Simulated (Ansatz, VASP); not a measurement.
# Cross-check of Al35GaN36 (Ga_Al) between VASP and Ansatz, part 2 of 3

One calculation is typed for both programs; each brings its own data sets. How far apart do they land? Of the first pair: The structure shown is the start of the Ansatz relaxation below; VASP solves that cell, so the two are compared at the walk's first step.

VASP 6.6.1 and Ansatz 0.2.0.

So far: The structure; Ansatz: relaxation, r2SCAN.

## 3. VASP: single point, r2SCAN, start cell, pair 1

Level of this step: r2SCAN; plane waves and PAW (Al, N, Ga_d) (VASP).

The same cell, functional and mesh now go to VASP, with its own data sets.

Lines of VASP's logs that name or quote its potential files are left out, and so is its time.

File INCAR:

```
SYSTEM = Al35GaN36
PREC = Accurate
ENCUT = 580
EDIFF = 1E-06
NELM = 120
ISMEAR = 0
SIGMA = 0.01
LREAL = Auto
ALGO = Normal
METAGGA = R2SCAN
LASPH = .TRUE.
NBANDS = 200
LORBIT = 11
LWAVE = .FALSE.
LCHARG = .FALSE.
ISIF = 2
ISYM = 0
GGA_COMPAT = .FALSE.
EFERMI = MIDGAP
LMIXTAU = .TRUE.
NCORE = 2
```

File POSCAR:

```
Al35GaN36
1.0
    9.3195655359      0.0000000860      0.0000000000
   -4.6597828424      8.0709804634      0.0000000000
    0.0000000000      0.0000000000      9.9564777190
Al N Ga
35 36 1
Direct
    0.2255975687      0.1162200782      0.2523361244
    0.1135076982      0.2262808092      0.4958232358
    0.2213971737      0.1148003003      0.7527688216
    0.1095242514      0.2263048460      0.9979485999
    0.2189111550      0.4385817804      0.2511852154
    0.1155302253      0.5541327984      0.4986921219
    0.2238174124      0.4500366464      0.7477562056
    0.1167271188      0.5602982203      0.9984997989
    0.2279042996      0.7810945658      0.2476509334
    0.1140601197      0.8932810608      0.5030723858
    0.2176492584      0.7751293675      0.7529725081
    0.1129743457      0.8861474790      0.0029359058
    0.5543704850      0.1155693483      0.2509961927
    0.4444855330      0.2193716079      0.4953596180
    0.5603874555      0.1134646473      0.7464594618
    0.4433120935      0.2224992329      0.9947278826
    0.5514776284      0.4384096788      0.2501518178
    0.5568529377      0.4481952309      0.7456417028
    0.4404400365      0.5576092003      0.9990823342
    0.5527546556      0.7738234507      0.2458136370
    0.4444127140      0.8942336058      0.4998052665
    0.5604045644      0.7803209264      0.7527251315
    0.4436853961      0.8903687717      0.0042719205
    0.8931829765      0.1106513548      0.2522753599
    0.7740658379      0.2160803066      0.4993365265
    0.8906874862      0.1168978079      0.7510731416
    0.7787176292      0.2278322865      0.0008221061
    0.8932686367      0.4429351476      0.2488107813
    0.7733419218      0.5570492896      0.5000693157
    0.8830854928      0.4421719195      0.7479462326
    0.7819832198      0.5613295625      0.9982641734
    0.8848776549      0.7773699803      0.2460789919
    0.7816461772      0.8925138607      0.4960126602
    0.8861346925      0.7810414054      0.7507699219
    0.7779014484      0.8883599664      0.0045920136
    0.2191006519      0.1140168763      0.4415543452
    0.1056818601      0.2171706398      0.1914301477
    0.2187030612      0.1053977252      0.9422380348
    0.1149169866      0.2253532887      0.6941903749
    0.2265225969      0.4491190379      0.4431340203
    0.1108941773      0.5604376087      0.1885634712
    0.2216781893      0.4395021146      0.9428301117
    0.1154104287      0.5540127386      0.6893369516
    0.2234139408      0.7763200530      0.4449360632
    0.1163917135      0.8914012396      0.1930215739
    0.2232578186      0.7815988416      0.9365312978
    0.1124254588      0.8933638265      0.6937619101
    0.5605173818      0.1127203759      0.4432923092
    0.4467025401      0.2265566086      0.1868113456
    0.5609156861      0.1130615984      0.9428217754
    0.4409043524      0.2228827055      0.6869620154
    0.5507000742      0.4440969680      0.4379621110
    0.4488919630      0.5541777708      0.1894727285
    0.5495881273      0.4420732981      0.9416192417
    0.4494606687      0.5573270784      0.6875332013
    0.5532875989      0.7773014668      0.4450308759
    0.4436958264      0.8852080604      0.1864904490
    0.5497352271      0.7755321650      0.9420020076
    0.4408581400      0.8908512410      0.6882981305
    0.8939871814      0.1131707513      0.4432141692
    0.7738651192      0.2243919362      0.1899053112
    0.8832307785      0.1090428763      0.9423152710
    0.7754692442      0.2238725445      0.6942487288
    0.8889863558      0.4495169998      0.4421590772
    0.7720835534      0.5512083636      0.1917916209
    0.8849695364      0.4383587521      0.9408554174
    0.7759194241      0.5521216355      0.6945759530
    0.8841735075      0.7751717344      0.4436470532
    0.7731114416      0.8830350867      0.1901719718
    0.8948386435      0.7818792217      0.9394789266
    0.7807688996      0.8870591331      0.6872915496
    0.4426239010      0.5546909675      0.5044015707
```

File KPOINTS:

```
Points of the shifted mesh
1
Reciprocal
 0.2500000000  0.2500000000  0.2500000000 1
```

PAW data sets: Al, N and Ga_d (PBE family, release 64).

Started as:

```sh
> mpirun -np 8 vasp_std
```

Numbers of over 12 decimals in the logs are rounded to 6 here.

Log:

```text
[banner, memory and clock lines left out]
running    8 mpi-ranks, on    1 nodes
[...]
|                                                                             |
|               ----> ADVICE to this user running VASP <----                  |
|                                                                             |
|     You enforced a specific xc type in the INCAR file but a different       |
|     [... a line on the potential file left out ...]
|     I HOPE YOU KNOW WHAT YOU ARE DOING!                                     |
|                                                                             |

 LDA part: xc-table for (None), standard interpolation
 POSCAR, INCAR and KPOINTS ok, starting setup
[...]
entering main loop
       N       E                     dE             d eps       ncg     rms          rms(c)
DAV:   1     0.185021254323E+04    0.18502E+04   -0.14569E+05   400   0.161E+03
DAV:   2    -0.576328819739E+03   -0.24265E+04   -0.22730E+04   512   0.361E+02
DAV:   3    -0.839419635881E+03   -0.26309E+03   -0.25912E+03   480   0.134E+02
DAV:   4    -0.849966711073E+03   -0.10547E+02   -0.10485E+02   496   0.293E+01
[...]
DAV:  27    -0.693453005922E+03   -0.50122E-05   -0.55006E-06   448   0.139E-02    0.291E-03
DAV:  28    -0.693453007174E+03   -0.12515E-05   -0.95157E-07   240   0.353E-03    0.184E-03
DAV:  29    -0.693453007945E+03   -0.77134E-06   -0.20853E-07   224   0.290E-03
   1 F= -.69345301E+03 E0= -.69345301E+03  d E =0.000000E+00
```

Parts of OUTCAR (step 3):

```text
 POSITION                                       TOTAL-FORCE (eV/Angst)
 -----------------------------------------------------------------------------------
      1.56091      0.93801      2.51238         0.041263     -0.721216     -0.688641
      0.00342      1.82631      4.93665         0.165382      0.101253      1.618285
      1.52838      0.92655      7.49493         0.595729     -0.420597     -0.084303
     -0.03381      1.82650      9.93605         0.468963     -1.754883      0.203164
     -0.00354      3.53979      2.50092         0.269016      1.314135     -0.404407
     -1.50545      4.47239      4.96522        -1.352906      0.573659      0.396707
     -0.01119      3.63224      7.44502         1.049710     -0.800233      0.554796
     -1.52302      4.52216      9.94154        -0.668432     -0.782301     -0.168875
     -1.51576      6.30420      2.46573        -0.757468     -0.462434      1.170810
     -3.09950      7.20965      5.00883        -0.338283     -1.019403     -0.058555
     -1.58354      6.25605      7.49695         0.297270      0.792363     -1.379177
     -3.07638      7.15208      0.02923        -0.376387      0.740287     -0.206572
      4.62796      0.93276      2.49904         0.541391     -0.519359     -0.591312
      3.12019      1.77054      4.93204        -0.583883      0.782745      1.056080
[...]
-----------------------------------------------------------------------------------
    total drift:                                0.001571     -0.019923      0.010727

  FREE ENERGIE OF THE ION-ELECTRON SYSTEM (eV)
  ---------------------------------------------------
  free  energy   TOTEN  =      -693.4530079451 eV

  energy  without entropy=     -693.4530079451  energy(sigma->0) =     -693.45300795
```

The run ends at a pressure of 1.10 GPa, with forces up to 2.8 eV/Å.

## 4. Comparison

Known differences besides the potentials themselves: VASP keeps PBE cores, Ansatz makes them for the functional; fixed occupations in Ansatz, narrow Gaussian smearing in VASP; the cutoff is 500 eV in Ansatz and 580 eV in VASP (PREC = Accurate, projectors in real space). Total energies have different zeros and are not compared.

Forces on 8 of the 72 atoms, those with the largest forces and the largest differences (eV/Å; atoms numbered as in POSCAR):

| atom | Ansatz x, y, z | VASP x, y, z |
| --- | --- | --- |
| Al15 | -1.699, -0.621, 0.972 | -1.706, -0.622, 0.977 |
| Al24 | -1.718, -0.434, -0.438 | -1.729, -0.440, -0.427 |
| Al25 | 0.752, 1.814, 0.472 | 0.761, 1.818, 0.480 |
| N40 | -1.237, -1.556, -1.390 | -1.322, -1.607, -1.426 |
| N52 | 1.317, -0.921, 0.079 | 1.397, -0.965, 0.043 |
| N55 | -0.806, 0.333, 2.547 | -0.808, 0.334, 2.660 |
| N56 | 0.155, 1.589, -1.510 | 0.155, 1.678, -1.545 |
| N66 | 0.412, 2.085, -0.422 | 0.414, 2.100, -0.428 |

The forces differ by 15 meV/Å r.m.s., which is 1.8 % of the r.m.s. force of 0.831 eV/Å (both taken over all components).

## 5. Ansatz: relaxation, r2SCAN

This run makes the geometry at which the two programs are then compared.

The structure compared here is the end of the Ansatz relaxation.

File input.yaml:

```yaml
crystal:
  lattice:
    - [9.31956554, 9.0e-08, 0.0]
    - [-4.65978284, 8.07098046, 0.0]
    - [0.0, 0.0, 9.95647772]
  atoms:
    - { symbol: Al, position: [0.22222222, 0.11111111, 0.24960167] }
    - { symbol: Al, position: [0.11111111, 0.22222222, 0.49960167] }
    - { symbol: "N", position: [0.22222222, 0.11111111, 0.44039833] }
    - { symbol: "N", position: [0.11111111, 0.22222222, 0.19039833] }
    - { symbol: Al, position: [0.22222222, 0.11111111, 0.74960167] }
    - { symbol: Al, position: [0.11111111, 0.22222222, 0.99960167] }
    - { symbol: "N", position: [0.22222222, 0.11111111, 0.94039833] }
    - { symbol: "N", position: [0.11111111, 0.22222222, 0.69039833] }
    - { symbol: Al, position: [0.22222222, 0.44444444, 0.24960167] }
    - { symbol: Al, position: [0.11111111, 0.55555556, 0.49960167] }
    - { symbol: "N", position: [0.22222222, 0.44444444, 0.44039833] }
    - { symbol: "N", position: [0.11111111, 0.55555556, 0.19039833] }
    - { symbol: Al, position: [0.22222222, 0.44444444, 0.74960167] }
    - { symbol: Al, position: [0.11111111, 0.55555556, 0.99960167] }
    - { symbol: "N", position: [0.22222222, 0.44444444, 0.94039833] }
    - { symbol: "N", position: [0.11111111, 0.55555556, 0.69039833] }
    - { symbol: Al, position: [0.22222222, 0.77777778, 0.24960167] }
    - { symbol: Al, position: [0.11111111, 0.88888889, 0.49960167] }
    - { symbol: "N", position: [0.22222222, 0.77777778, 0.44039833] }
    - { symbol: "N", position: [0.11111111, 0.88888889, 0.19039833] }
    - { symbol: Al, position: [0.22222222, 0.77777778, 0.74960167] }
    - { symbol: Al, position: [0.11111111, 0.88888889, 0.99960167] }
    - { symbol: "N", position: [0.22222222, 0.77777778, 0.94039833] }
    - { symbol: "N", position: [0.11111111, 0.88888889, 0.69039833] }
    - { symbol: Al, position: [0.55555556, 0.11111111, 0.24960167] }
    - { symbol: Al, position: [0.44444444, 0.22222222, 0.49960167] }
    - { symbol: "N", position: [0.55555556, 0.11111111, 0.44039833] }
    - { symbol: "N", position: [0.44444444, 0.22222222, 0.19039833] }
    - { symbol: Al, position: [0.55555556, 0.11111111, 0.74960167] }
    - { symbol: Al, position: [0.44444444, 0.22222222, 0.99960167] }
    - { symbol: "N", position: [0.55555556, 0.11111111, 0.94039833] }
    - { symbol: "N", position: [0.44444444, 0.22222222, 0.69039833] }
    - { symbol: Al, position: [0.55555556, 0.44444444, 0.24960167] }
    - { symbol: Ga, position: [0.44444444, 0.55555556, 0.49960167] }
    - { symbol: "N", position: [0.55555556, 0.44444444, 0.44039833] }
    - { symbol: "N", position: [0.44444444, 0.55555556, 0.19039833] }
    - { symbol: Al, position: [0.55555556, 0.44444444, 0.74960167] }
    - { symbol: Al, position: [0.44444444, 0.55555556, 0.99960167] }
    - { symbol: "N", position: [0.55555556, 0.44444444, 0.94039833] }
    - { symbol: "N", position: [0.44444444, 0.55555556, 0.69039833] }
    - { symbol: Al, position: [0.55555556, 0.77777778, 0.24960167] }
    - { symbol: Al, position: [0.44444444, 0.88888889, 0.49960167] }
    - { symbol: "N", position: [0.55555556, 0.77777778, 0.44039833] }
    - { symbol: "N", position: [0.44444444, 0.88888889, 0.19039833] }
    - { symbol: Al, position: [0.55555556, 0.77777778, 0.74960167] }
    - { symbol: Al, position: [0.44444444, 0.88888889, 0.99960167] }
    - { symbol: "N", position: [0.55555556, 0.77777778, 0.94039833] }
    - { symbol: "N", position: [0.44444444, 0.88888889, 0.69039833] }
    - { symbol: Al, position: [0.88888889, 0.11111111, 0.24960167] }
    - { symbol: Al, position: [0.77777778, 0.22222222, 0.49960167] }
    - { symbol: "N", position: [0.88888889, 0.11111111, 0.44039833] }
    - { symbol: "N", position: [0.77777778, 0.22222222, 0.19039833] }
    - { symbol: Al, position: [0.88888889, 0.11111111, 0.74960167] }
    - { symbol: Al, position: [0.77777778, 0.22222222, 0.99960167] }
    - { symbol: "N", position: [0.88888889, 0.11111111, 0.94039833] }
    - { symbol: "N", position: [0.77777778, 0.22222222, 0.69039833] }
    - { symbol: Al, position: [0.88888889, 0.44444444, 0.24960167] }
    - { symbol: Al, position: [0.77777778, 0.55555556, 0.49960167] }
    - { symbol: "N", position: [0.88888889, 0.44444444, 0.44039833] }
    - { symbol: "N", position: [0.77777778, 0.55555556, 0.19039833] }
    - { symbol: Al, position: [0.88888889, 0.44444444, 0.74960167] }
    - { symbol: Al, position: [0.77777778, 0.55555556, 0.99960167] }
    - { symbol: "N", position: [0.88888889, 0.44444444, 0.94039833] }
    - { symbol: "N", position: [0.77777778, 0.55555556, 0.69039833] }
    - { symbol: Al, position: [0.88888889, 0.77777778, 0.24960167] }
    - { symbol: Al, position: [0.77777778, 0.88888889, 0.49960167] }
    - { symbol: "N", position: [0.88888889, 0.77777778, 0.44039833] }
    - { symbol: "N", position: [0.77777778, 0.88888889, 0.19039833] }
    - { symbol: Al, position: [0.88888889, 0.77777778, 0.74960167] }
    - { symbol: Al, position: [0.77777778, 0.88888889, 0.99960167] }
    - { symbol: "N", position: [0.88888889, 0.77777778, 0.94039833] }
    - { symbol: "N", position: [0.77777778, 0.88888889, 0.69039833] }
  host:
    repeats: [3, 3, 2]
    atoms:
      - { symbol: Al, position: [0.66666667, 0.33333333, 0.49920333] }
      - { symbol: Al, position: [0.33333333, 0.66666667, 0.99920333] }
      - { symbol: "N", position: [0.66666667, 0.33333333, 0.88079667] }
      - { symbol: "N", position: [0.33333333, 0.66666667, 0.38079667] }
basis:
  ecutwfc: 500
  xc_grid: 2
hamiltonian:
  xc: r2scan
  pseudopotentials: { kind: paw, azcp: { folder: soft_1 } }
kpoints:
  mp_grid: { grid: [1, 1, 1], shift: [0.25, 0.25, 0.25] }
scf:
  occupations: { method: fixed }
  max_iter: 100
output:
  forces: true
  charged_corrections:
    epsilon: [4.49, 4.49, 4.72]
    static_epsilon: [8.15, 8.15, 9.65]
    defect_position: [0.444444, 0.555556, 0.499602]
relax:
  f_tol: 0.02
  max_steps: 80
  random_displacement: { amplitude: 0.05, seed: 366 }
checkpoint:
  write: "../q0.relax.run"
  compress: false
  write_wavefunctions: true
  write_every: 100000
```

Started as:

```sh
> ansatz run input.yaml --threads 4 --pin off --max-ram 7536MiB --backend cpu --events-out ev --progress --plain --runs-dir out
```

Log:

```text
[...]
Crystal: 72 atoms, lattice volume = 748.907 Å³
Basis set: ecut = 500 eV, 18913 PW (Γ), exchange–correlation on 144×144×150 points (8 copies of the dense FFT grid, shifted against one another)
Bands: 221, of which v1, the nominal top of the filled ones, is band 149 counted from 1 (148 counted from 0)
Symmetry: 1 space group operations
k-points: 1
[...]
SCF iter   1: F=—  HF=-36709.074625 eV  |F-HF|=—  |Δ(HF+E_count)|=         —  Δρ=1.36e-1  dr2=1.67e2  dr2_τ=1.93e1  ethr=3.10e-3  ⟨swp⟩=6.0  Hψ=756  notcnv=0  defer=66
[...]
- { symbol: N, position: [0.111292, 0.555926, 0.690713] }
[...]
- { symbol: Ga, position: [0.444210, 0.556331, 0.500735] }
[...]
- { symbol: Al, position: [0.888884, 0.778362, 0.249992] }
    - { symbol: Al, position: [0.778543, 0.890204, 0.500131] }
    - { symbol: N, position: [0.888684, 0.778537, 0.440731] }
    - { symbol: N, position: [0.778388, 0.889521, 0.190312] }
    - { symbol: Al, position: [0.888869, 0.778339, 0.750032] }
    - { symbol: Al, position: [0.778104, 0.889721, 1.000044] }
    - { symbol: N, position: [0.888768, 0.778583, 0.940544] }
    - { symbol: N, position: [0.777842, 0.889260, 0.690763] }
```

[end of part 2 of 3]

[Lines on the potential files, build, host, timing and source positions are cut from VASP's logs without a mark.]

[Logs are printed without paths, hosts, clocks, repeated set-up lines and the standing remarks that a program may print on its own settings, such as how far it seeks lower states.]

[Hosts, paths, dates, database ids (printed as entryN), source tags and the programs' standing remarks are cut or masked in the printed files.]
